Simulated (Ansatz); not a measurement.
**Structures of KCl: which is lowest?**

Plane-wave DFT in Ansatz with scalar-relativistic PAW potentials, cutoff 500 eV, Γ-centred meshes chosen by cell and gap, Gaussian smearing with energies taken to zero width. Every cell was relaxed (cell and atoms) in a run of its own, within the symmetry of its start. Functional: r2SCAN.

Relaxed structures (starts from databases or built by putting these elements on another compound's sites):
A. Fm-3m, 2 atoms in the computed cell, a = 6.289 Å; sites (symmetry × multiplicity) K m-3m × 4, Cl m-3m × 4; start: database
B. P6/mmm, 6 atoms in the computed cell, a = 7.284 Å, c = 4.436 Å; sites (symmetry × multiplicity) K mmm × 3, Cl -6m2 × 2 + 6/mmm × 1; start: built

**Question.** Rank them by energy. Could pressure change the order?

**Answer.**
```tsv
structure	group	E − E(lowest) (meV/atom)	V (Å³/atom)	gap on mesh (eV)
A	Fm-3m	0.0	31.09	5.83
B	P6/mmm	214	33.97	4.18
```

A is lowest, 214 meV/atom under B. The lowest is also the densest of these, so pressure wouldn't bring one of the others in at first order. Other structures may lie lower than all of these, and vibrations aren't counted.